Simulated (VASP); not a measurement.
The system is ZnS.

```
Zn S
1.0
     0.00000    2.70200    2.70200
     2.70200    0.00000    2.70200
     2.70200    2.70200    0.00000
Zn S
1 1
Direct
  0.75000 0.75000 0.75000
  0.00000 0.00000 0.00000
```

Base run:

```yaml
Program: VASP 6.6.1
Functional: PBE
Potentials_or_basis: VASP PAW PBE potentials, release 64 (Zn, S)
Cutoff: 520 eV
k_mesh: 9 × 9 × 9
Occupations: fermi-dirac, width 0.05 eV
Spin: no spin polarisation
```

Its results: band gap on the k mesh 2.11 eV, direct.

**Question.** The run is repeated on the same cell with these changes: functional from PBE to revPBE. What comes out?

**Answer.** Band gap on the k mesh 2.24 eV, direct.

Not every run made on this cell is shown here.
